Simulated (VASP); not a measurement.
## MgH2 in VASP 6.6.1, single-point calculation

INCAR

```
NBANDS = 9
ENCUT = 600
ISMEAR = -1
LREAL = .FALSE.
PREC = Accurate
SIGMA = 0.02
IBRION = -1
EDIFF = 1E-7
LCHARG = .FALSE.
GGA = CA
LWAVE = .FALSE.
NELM = 120
NSW = 0
ISIF = 2
LASPH = .TRUE.
```

KPOINTS

```
KPOINTS created by Atomic Simulation Environment
0
Gamma
8 8 8
0 0 0
```

POSCAR

```
Mg H
 1.0000000000000000
    -0.0422000000000000    2.3799000000000001    2.3744000000000001
     2.3877999999999999   -0.0422000000000000    2.3744000000000001
     2.3405999999999998    2.3327000000000000    0.0050000000000000
 Mg  H
   1   2
Cartesian
  2.1959810200000001  4.4315441200000008  2.2260021999999999
  1.1995482799999999  1.1804872499999999  1.0632576800000000
  3.4327095399999998  3.6999031600000003  3.7649500400000000
```

The recommended LDA PAW datasets give the neutral cell 4 valence electrons.

Command

```
mpirun -np 1 vasp_std
```

OSZICAR

```
N       E                     dE             d eps       ncg     rms          rms(c)
DAV:   1    -0.263976524342E+01   -0.26398E+01   -0.17986E+03  4704   0.372E+02
DAV:   2    -0.925858712322E+01   -0.66188E+01   -0.60894E+01  6136   0.467E+01
DAV:   3    -0.943219184569E+01   -0.17360E+00   -0.17346E+00  5819   0.738E+00
DAV:   4    -0.943248014771E+01   -0.28830E-03   -0.28830E-03  6309   0.287E-01
DAV:   5    -0.943248073980E+01   -0.59209E-06   -0.59205E-06  5709   0.110E-02    0.506E+00
DAV:   6    -0.876401279488E+01    0.66847E+00   -0.54995E-01  4967   0.263E+00    0.251E+00
DAV:   7    -0.855169384048E+01    0.21232E+00   -0.67925E-01  5139   0.315E+00    0.510E-01
DAV:   8    -0.855546912406E+01   -0.37753E-02   -0.49406E-02  4977   0.831E-01    0.415E-01
DAV:   9    -0.854967624634E+01    0.57929E-02   -0.13442E-02  5055   0.395E-01    0.241E-02
DAV:  10    -0.854969162598E+01   -0.15380E-04   -0.38448E-04  5886   0.105E-01    0.183E-02
DAV:  11    -0.854968831077E+01    0.33152E-05   -0.15218E-05  5126   0.177E-02    0.339E-03
DAV:  12    -0.854968842267E+01   -0.11190E-06   -0.35112E-07  5886   0.296E-03    0.186E-03
DAV:  13    -0.854968836080E+01    0.61874E-07   -0.28700E-07  4310   0.196E-03
   1 F= -.85496884E+01 E0= -.85494351E+01  d E =-.506617E-03
```

From OUTCAR

```
k-points           NKPTS =    260   k-points in BZ     NKDIM =    260   number of bands    NBANDS=      9

   NELECT =       4.0000    total number of electrons

   dimension x,y,z NGX =    28 NGY =   28 NGZ =   28
   dimension x,y,z NGXF=    56 NGYF=   56 NGZF=   56

  energy-cutoff  :      600.00
  volume of cell :       26.89
      direct lattice vectors                 reciprocal lattice vectors
    -0.042200000  2.379900000  2.374400000    -0.205973671  0.206219388  0.210801208
     2.387800000 -0.042200000  2.374400000     0.205523326 -0.206671201  0.210802677
     2.340600000  2.332700000  0.005000000     0.213859400  0.214556931 -0.211253021

 k-points in reciprocal lattice and weights: KPOINTS created by Atomic Simulation Env
   0.00000000  0.00000000  0.00000000       0.002
   0.12500000  0.00000000 -0.00000000       0.004
   0.25000000  0.00000000 -0.00000000       0.004
   0.37500000  0.00000000 -0.00000000       0.004
   0.50000000  0.00000000 -0.00000000       0.002
   0.00000000  0.12500000  0.00000000       0.004
   0.12500000  0.12500000 -0.00000000       0.004
   0.25000000  0.12500000 -0.00000000       0.004
   ...

 E-fermi :   2.8799

 k-point     1 :       0.0000    0.0000    0.0000
  band No.  band energies     occupation
      1      -7.2344      2.00000
      2       3.6910      0.00000
      3      11.1405      0.00000
      4      11.8135      0.00000
      5      12.8292      0.00000
      6      13.8770      0.00000
      7      14.2565      0.00000
      8      14.5290      0.00000
      9      16.2562      0.00000

 k-point     2 :       0.1250    0.0000   -0.0000
  band No.  band energies     occupation
      1      -6.9611      2.00000
      2       3.0994      0.00003
      3       9.8413      0.00000
      4      11.4163      0.00000
      5      12.3957      0.00000
      6      13.8278      0.00000
      7      14.9573      0.00000
      8      15.9391      0.00000
      9      16.2379      0.00000

 k-point     3 :       0.2500    0.0000   -0.0000
  band No.  band energies     occupation
      1      -6.1583      2.00000
      2       1.4811      2.00000
      3       8.4864      0.00000
      4      10.9824      0.00000
      5      11.7897      0.00000
      6      12.8086      0.00000
      7      14.3080      0.00000
      8      15.3497      0.00000
      9      17.1199      0.00000

 k-point     4 :       0.3750    0.0000   -0.0000
  band No.  band energies     occupation
      1      -4.9046      2.00000
      2      -0.5774      2.00000
      3       7.8869      0.00000
      4      10.6681      0.00000
      5      11.3371      0.00000
      6      12.3506      0.00000
      7      12.9025      0.00000
      8      13.9202      0.00000
      9      19.4409      0.00000

 k-point     5 :       0.5000    0.0000   -0.0000
  band No.  band energies     occupation
      1      -3.8243      2.00000
      2      -1.9762      2.00000
      3       7.7446      0.00000
      4      10.4200      0.00000
      5      11.4194      0.00000
      6      12.1583      0.00000
      7      12.5234      0.00000
      8      13.2028      0.00000
      9      21.5975      0.00000

 ...

  Total        1.1934947      0.3604769      0.8493898      1.2012238      0.5711194      0.9079413
  in kB       71.1071849     21.4768422     50.6057696     71.5676725     34.0267034     54.0942069
  external PRESSURE =      47.7299322 kB  Pullay stress =       0.0000000 kB

 POSITION                                       TOTAL-FORCE (eV/Angst)
 -----------------------------------------------------------------------------------
      2.19598      4.43154      2.22600         2.062995      1.643753      1.037168
      1.19955      1.18049      1.06326        -0.459050     -0.215938      0.733215
      3.43271      3.69990      3.76495        -1.603945     -1.427814     -1.770383
 -----------------------------------------------------------------------------------
    total drift:                               -0.000155     -0.000344      0.000049

  FREE ENERGIE OF THE ION-ELECTRON SYSTEM (eV)
  ---------------------------------------------------
  free  energy   TOTEN  =        -8.5496883608 eV

  energy  without entropy=       -8.5491817443  energy(sigma->0) =       -8.54943505
```

It converged. Results: gap between bands v and c on the k mesh -1.36 eV (bands overlap: a metal); least direct gap on the k mesh 1.74 eV; pressure 4.8 GPa; largest force 2.83 eV/Å. Band v is the last that the valence electrons fill when counted band by band, and c is the next.

For comparison, a separate LDA run of the intended cell, on usual settings and not on those above, gives a gap of -1.36 eV on its mesh and a pressure of 4.7 GPa.

The run above took about 73 s on one core of a shared host (Intel Xeon Platinum 8488C) and held 0.21 GiB at most.
